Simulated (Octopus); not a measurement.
# Pb (Fm-3m) in Octopus: equation of state

Aim: energy against volume of Pb in PBEsol, for its equilibrium volume and stiffness.

Program: Octopus 16.4. These are calculated values, not measurements. Logs are shortened: lines on timing, memory, paths and dates and some standing lists are left out, and cuts for length are marked.

## Step 1: The structure

It takes space group Fm-3m (No. 225, cubic). Conventional cell: a = 4.950 Å, b = 4.950 Å, c = 4.950 Å, α = 90.00°, β = 90.00°, γ = 90.00°. Around Pb (site symmetry m-3m) lie 12 Pb at 3.50 Å.

## Step 2: Equation of state, PBEsol, 30.32 Å³/atom

The input, inp:

```
CalculationMode = gs
UnitsOutput = eV_Angstrom
PeriodicDimensions = 3
ExperimentalFeatures = yes
PseudopotentialSet = pseudodojo_pbesol
%LatticeParameters
 1*angstrom | 1*angstrom | 1*angstrom
%
%LatticeVectors
 0 | 2.47502 | 2.47502
 2.47502 | 0 | 2.47502
 2.47502 | 2.47502 | 0
%
%ReducedCoordinates
 "Pb" | 0 | 0 | 0
%
%Spacing
 0.15218291*angstrom | 0.15218291*angstrom | 0.15218291*angstrom
%
DerivativesOrder = 8
%KPointsGrid
 9 | 9 | 9
%
KPointsUseSymmetries = yes
XCFunctional = gga_x_pbe_sol + gga_c_pbe_sol
SmearingFunction = fermi_dirac
Smearing = 0.05*eV
ExtraStates = 5
Eigensolver = chebyshev_filter
ConvRelDens = 3e-7
MaximumIter = 120
%Output
 density | cube
 elf | cube
 potential | cube
%
```

Potentials or basis: pseudodojo_pbesol (PseudoDojo 0.4, PBEsol).

On the command line:

```sh
$ OMP_NUM_THREADS=1 octopus > out.log
```

out.log:

```text
Running octopus

Version                : 16.4
Optional libraries     :

************************** Calculation Mode **************************
Input: [CalculationMode = gs]
**********************************************************************

Input: [SpinComponents = unpolarized]

******************************* Space ********************************
Octopus will run in 3 dimension(s).
Octopus will treat the system as periodic in 3 dimension(s).
**********************************************************************

Input: [AllElectronType = no]
Input: [PseudopotentialSet = pseudodojo_pbesol]
Reading Coordinates from ReducedCoordinates block

****************************** Species *******************************
  Species 'Pb'
    type             : pseudopotential
    file             : 'Pb.upf'
    file format      : UPF2
    valence charge   : 14.0
    atomic number    :  82
    form on file     : kleinman-bylander
    lmax             : 2
    llocal           : -1
    projectors per l : 2
    total projectors : 6
    application form : kleinman-bylander
    orbitals         :  9
    bound orbitals   :  9

**********************************************************************

***************************** Symmetries *****************************
Space group No.  225
International: Fm-3m
Schoenflies: Oh^5
Info: The system has    48 symmorphic symmetries that can be used.
  Index                Rotation matrix                      Fractional translations
    1 :     1   0   0     0   1   0     0   0   1      0.000000    0.000000    0.000000
    2 :    -1   0   0     0  -1   0     0   0  -1      0.000000    0.000000    0.000000
    3 :     1   0  -1     1   0   0     1  -1   0      0.000000    0.000000    0.000000
    4 :    -1   0   1    -1   0   0    -1   1   0      0.000000    0.000000    0.000000
    5 :     0   1  -1     1   0  -1     0   0  -1      0.000000    0.000000    0.000000
    6 :     0  -1   1    -1   0   1     0   0   1      0.000000    0.000000    0.000000
[... 40 lines left out ...]
   47 :     0   1  -1    -1   1   0     0   1   0      0.000000    0.000000    0.000000
   48 :     0  -1   1     1  -1   0     0  -1   0      0.000000    0.000000    0.000000
Info: The system also has     0 nonsymmorphic symmetries (not used for electrons).
**********************************************************************

Input: [CurvMethod = curv_affine]
Input: [DerivativesStencil = stencil_stargeneral]

****************************** Lattice *******************************
  Lattice Vectors [A]
    0.000000    2.475020    2.475020
    2.475020    0.000000    2.475020
    2.475020    2.475020    0.000000
  Cell volume =            30.3226 [A^3]
  Reciprocal-Lattice Vectors [A^-1]
   -1.269320    1.269320    1.269320
    1.269320   -1.269320    1.269320
    1.269320    1.269320   -1.269320
  Cell angles [degree]
    alpha =   60.000
    beta  =   60.000
    gamma =   60.000
**********************************************************************

Checking if the generated full k-point grid is symmetric

    35 k-points generated from parameters :
 ---------------------------------------------------
    n =    9    9    9

    s1  =  0.50  0.50  0.50

   index |      weight  |             coordinates              |
       1 |     0.001372 |    0.000000    0.000000    0.000000  |
       2 |     0.010974 |    0.111111    0.000000    0.000000  |
       3 |     0.008230 |    0.111111    0.111111    0.000000  |
       4 |     0.016461 |   -0.111111    0.111111    0.000000  |
       5 |     0.032922 |   -0.111111    0.111111    0.111111  |
       6 |     0.010974 |    0.222222    0.000000    0.000000  |
[... 27 lines left out ...]
      34 |     0.008230 |    0.444444    0.444444    0.000000  |
      35 |     0.016461 |   -0.444444    0.444444    0.000000  |

Input: [SmearingFunction = fermi_dirac]
Input: [SymmetrizeDensity = yes]

******************************* States *******************************
Total electronic charge  =       14.000
Number of states         =       12
States block-size        =        4
**********************************************************************

************************** Parallelization ***************************
**********************************************************************

******************************** Grid ********************************
Simulation Box:
  Type = parallelepiped
  Lengths [A] = (   3.500,   3.500,   3.500)
Main mesh:
  Spacing [A] = ( 0.152, 0.152, 0.152)    volume/point [A^3] =      0.00249
  # inner mesh =      12167
  # total mesh =      47007
  Grid Cutoff [eV] =  1623.644298    Grid Cutoff [Ry] =   119.335665
**********************************************************************

Input: [StatesPack = yes]
Input: [StatesOrthogonalization = cholesky_serial]

**************************** Theory Level ****************************
[... 37 lines left out ...]
Info: Allocating ground state wave-functions
Info: Blocks of states
      Block       1 contains       4 states:       1 -       4
      Block       2 contains       4 states:       5 -       8
      Block       3 contains       4 states:       9 -      12
Info: Ground-state allocation done.
Info: Could not find 'restart/gs' directory for restart.
Info: No restart information will be read.

** Warning:
**   Unable to read wavefunctions.
**   Starting from scratch!

**************************** Eigensolver *****************************
Input: [Eigensolver = chebyshev_filter]
Input: [SubspaceDiagonalization = standard]
**********************************************************************

Input: [MixField = potential] (what to mix during SCF cycles)
Input: [MixingScheme = broyden]
Info: Mixing uses    4 steps and restarts after   20 steps.
Input: [LCAOStart = lcao_states]
Input: [LCAOScaleFactor = 1.000]
Input: [LCAOMaximumOrbitalRadius = 10.58 A]

** Warning:
**   Cannot do LCAO for all states because there are not enough atomic orbitals.
**   Required: 12. Available: 9. 3 orbitals will be randomized.

Info: Unnormalized total charge =     14.000575
Info: Renormalized total charge =     14.000000

** Warning:
**   Symmetrization discrepancy ratio (scalar) =  1.52605E-05

Info: Setting up Hamiltonian.
Info: Performing initial LCAO calculation with      9 orbitals.
Info: Getting Hamiltonian matrix elements.

Eigenvalues [eV]
 #st  Spin   Eigenvalue      Occupation
#k =       1, k = (  0.000000,  0.000000,  0.000000)
   1   --    -9.985191       2.000000
   2   --    -9.985191       2.000000
   3   --    -9.984899       2.000000
   4   --    -9.836448       2.000000
   5   --    -9.836448       2.000000
   6   --    -4.971192       2.000000
   7   --    14.580621       2.000000
   8   --    14.580621       2.000000
   9   --    14.583516       2.000000
#k =       2, k = (  0.111111,  0.000000,  0.000000)
   1   --    -9.624432       2.000000
   2   --    -9.624040       2.000000
   3   --    -9.158853       2.000000
   4   --    -9.158732       2.000000
   5   --    -9.112867       2.000000
   6   --    -4.735065       2.000000
   7   --    14.807925       2.000000
   8   --    14.827309       2.000000
   9   --    14.829909       2.000000
[... 33 further k-points ...]
Fermi energy =    17.838657 eV
Generating random wavefunctions for states       10 and above
Orthogonalizing wavefunctions.
Info: Ground-state restart information will be written to 'restart/gs'.
Info: SCF using complex wavefunctions.
Info: Starting SCF iteration.

** Warning:
**   Symmetrization discrepancy ratio (scalar) =  2.27272E-02

*********************** SCF CYCLE ITER #    1 ************************
 etot  = -1.90585957E+03 abs_ev   =  1.13E+02 rel_ev   =  1.22E+00
 ediff =        7.00E+01 abs_dens =  2.50E-01 rel_dens =  1.78E-02
Matrix vector products: 875
Converged eigenvectors: 0

#  State  KPoint  Eigenvalue [eV]  Occupation    Error
      1      34      -10.157653    2.000000   ( 6.1E-04)
      1      35      -10.138605    2.000000   ( 1.7E-03)
      1      26      -10.120255    2.000000   ( 2.0E-03)
      1      29      -10.120161    2.000000   ( 8.3E-04)
      1      33      -10.106316    2.000000   ( 2.0E-03)
      1      30      -10.087239    2.000000   ( 1.0E-03)
      1      21      -10.075443    2.000000   ( 4.7E-04)
      1      14      -10.073885    2.000000   ( 9.2E-04)
[... 23 lines left out ...]
     12      30       23.831758    0.000000   ( 8.1E-02)
     12      25       24.003534    0.000000   ( 1.4E-01)
     12      10       24.290196    0.000000   ( 8.0E-02)
     12      33       25.453355    0.000000   ( 1.1E-01)
     12      29       25.584985    0.000000   ( 1.3E-01)
     12      35       26.579641    0.000000   ( 9.6E-02)
     12      26       27.205114    0.000000   ( 1.1E-01)
     12      34       27.406044    0.000000   ( 1.2E-01)

Density of states:

-%--------------------------------------------------------------------
%%--------------------------------------------------------------------
%%--------------------------------------------------------------------
%%--------------------------------------------------------------------
%%--------------------------------------------------------------------
%%--------------------------------------------------------------------
%%--------------------------------------------------------------------
%%--------------------------------------------------------------------
%%--------------------------------------------------------------------
%%--------------%%%-------%%%-%-%-%%%-%-%-%-%-%%%%--%%%%%%-%%---------
                               ^

Fermi energy =     6.596537 eV

**********************************************************************

*********************** SCF CYCLE ITER #    2 ************************
 etot  = -1.90883187E+03 abs_ev   =  1.89E+00 rel_ev   =  2.01E-02
 ediff =        1.09E-01 abs_dens =  3.55E-02 rel_dens =  2.53E-03
Matrix vector products: 875
Converged eigenvectors: 0
[... 115 lines left out ...]
*********************** SCF CYCLE ITER #   12 ************************
 etot  = -1.91214955E+03 abs_ev   =  7.54E-05 rel_ev   =  7.82E-07
 ediff =        3.89E-06 abs_dens =  6.58E-07 rel_dens =  4.70E-08
Matrix vector products: 875
Converged eigenvectors: 4

#  State  KPoint  Eigenvalue [eV]  Occupation    Error
      1      34      -10.511797    2.000000   ( 2.8E-08)
      1      35      -10.493313    2.000000   ( 3.1E-08)
      1      26      -10.475893    2.000000   ( 2.7E-08)
      1      29      -10.475609    2.000000   ( 3.1E-08)
      1      33      -10.462031    2.000000   ( 4.2E-08)
      1      30      -10.444383    2.000000   ( 3.2E-08)
      1      21      -10.432244    2.000000   ( 1.0E-07)
      1      14      -10.431041    2.000000   ( 6.5E-08)
[... 23 lines left out ...]
     12      14       22.461768    0.000000   ( 5.2E-02)
     12      33       22.887551    0.000000   ( 3.0E-02)
     12      30       23.182528    0.000000   ( 2.9E-02)
     12      10       23.629549    0.000000   ( 3.2E-02)
     12      29       24.251998    0.000000   ( 5.5E-02)
     12      26       25.235240    0.000000   ( 5.1E-02)
     12      35       25.333129    0.000000   ( 4.3E-02)
     12      34       25.871211    0.000000   ( 2.1E-02)

Density of states:

-%--------------------------------------------------------------------
%%--------------------------------------------------------------------
%%--------------------------------------------------------------------
%%--------------------------------------------------------------------
%%--------------------------------------------------------------------
%%--------------------------------------------------------------------
%%--------------------------------------------------------------------
%%--------------------------------------------------------------------
%%--------------------------------------------------------------------
%%---------------%%%--------%%-%%-%%%%%%%-%-%-%-%%%--%%%%-%-%---------
                                ^

Fermi energy =     6.514543 eV

**********************************************************************

Info: SCF converged in   12 iterations

** Warning:
**   Some of the states are not fully converged!

Info: Number of matrix-vector products:      10500
Info: Writing output to static/

Info: Finished writing information to 'restart/gs'.

Octopus emitted 17 warnings.
```

It took 98 s on 1 thread of Arm Neoverse V1, shared host; peak memory 0.42 GiB.

Results:

```
Free energy            : -1912.1527 eV
Band gap on the k mesh : none (metal or under the smearing width)
```

## Step 3: Equation of state, PBEsol, 29.72 Å³/atom (volume scaled by 0.98)

inp, as its differences from that of step 2:

```diff
@@ -9,5 +9,5 @@
 %LatticeVectors
- 0 | 2.47502 | 2.47502
- 2.47502 | 0 | 2.47502
- 2.47502 | 2.47502 | 0
+ 0 | 2.458408627 | 2.458408627
+ 2.458408627 | 0 | 2.458408627
+ 2.458408627 | 2.458408627 | 0
 %
@@ -17,3 +17,3 @@
 %Spacing
- 0.15218291*angstrom | 0.15218291*angstrom | 0.15218291*angstrom
+ 0.15116151*angstrom | 0.15116151*angstrom | 0.15116151*angstrom
 %
@@ -31,6 +31 @@
 MaximumIter = 120
-%Output
- density | cube
- elf | cube
- potential | cube
-%
```

Potentials or basis: pseudodojo_pbesol (PseudoDojo 0.4, PBEsol).

On the command line:

```sh
$ OMP_NUM_THREADS=1 octopus > out.log
```

Run time: 96 s. Hardware: 1 thread of Arm Neoverse V1, shared host; peak memory 0.42 GiB.

It converged, with:

```yaml
Free_energy: -1912.1510 eV
Band_gap_on_the_k_mesh: none (metal or under the smearing width)
```

## Step 4: Equation of state, PBEsol, 30.93 Å³/atom (volume scaled by 1.02)

inp, as its differences from that of step 3:

```diff
@@ -9,5 +9,5 @@
 %LatticeVectors
- 0 | 2.458408627 | 2.458408627
- 2.458408627 | 0 | 2.458408627
- 2.458408627 | 2.458408627 | 0
+ 0 | 2.4914113386 | 2.4914113386
+ 2.4914113386 | 0 | 2.4914113386
+ 2.4914113386 | 2.4914113386 | 0
 %
@@ -17,3 +17,3 @@
 %Spacing
- 0.15116151*angstrom | 0.15116151*angstrom | 0.15116151*angstrom
+ 0.15319077*angstrom | 0.15319077*angstrom | 0.15319077*angstrom
 %
```

On the command line:

```sh
$ OMP_NUM_THREADS=1 octopus > out.log
```

It took 98 s on 1 thread of Arm Neoverse V1, shared host; peak memory 0.41 GiB.

Results (log left out):

| Item | Value |
| --- | --- |
| Free energy | -1912.1558 eV |
| Band gap on the k mesh | none (metal or under the smearing width) |

## Step 5: Equation of state, PBEsol, 29.11 Å³/atom (volume scaled by 0.96)

inp, as its differences from that of step 4:

```diff
@@ -9,5 +9,5 @@
 %LatticeVectors
- 0 | 2.4914113386 | 2.4914113386
- 2.4914113386 | 0 | 2.4914113386
- 2.4914113386 | 2.4914113386 | 0
+ 0 | 2.4415696833 | 2.4415696833
+ 2.4415696833 | 0 | 2.4415696833
+ 2.4415696833 | 2.4415696833 | 0
 %
@@ -17,3 +17,3 @@
 %Spacing
- 0.15319077*angstrom | 0.15319077*angstrom | 0.15319077*angstrom
+ 0.15012613*angstrom | 0.15012613*angstrom | 0.15012613*angstrom
 %
```

On the command line:

```sh
$ OMP_NUM_THREADS=1 octopus > out.log
```

Wall time 98 s (1 thread of Arm Neoverse V1, shared host); peak memory 0.42 GiB.

It converged, with:

| Property | Result |
| --- | --- |
| Free energy | -1912.1425 eV |
| Band gap on the k mesh | none (metal or under the smearing width) |

## Step 6: Equation of state, PBEsol, 31.54 Å³/atom (volume scaled by 1.04)

inp, as its differences from that of step 5:

```diff
@@ -9,5 +9,5 @@
 %LatticeVectors
- 0 | 2.4415696833 | 2.4415696833
- 2.4415696833 | 0 | 2.4415696833
- 2.4415696833 | 2.4415696833 | 0
+ 0 | 2.5075897876 | 2.5075897876
+ 2.5075897876 | 0 | 2.5075897876
+ 2.5075897876 | 2.5075897876 | 0
 %
@@ -17,3 +17,3 @@
 %Spacing
- 0.15012613*angstrom | 0.15012613*angstrom | 0.15012613*angstrom
+ 0.15418554*angstrom | 0.15418554*angstrom | 0.15418554*angstrom
 %
```

Potentials or basis: pseudodojo_pbesol (PseudoDojo 0.4, PBEsol).

On the command line:

```sh
$ OMP_NUM_THREADS=1 octopus > out.log
```

It took 98 s on 1 thread of Arm Neoverse V1, shared host; peak memory 0.41 GiB.

The run converged. Its results:

- Free energy: -1912.1553 eV
- Band gap on the k mesh: none (metal or under the smearing width)

(Part 1 of 2 ends here.)
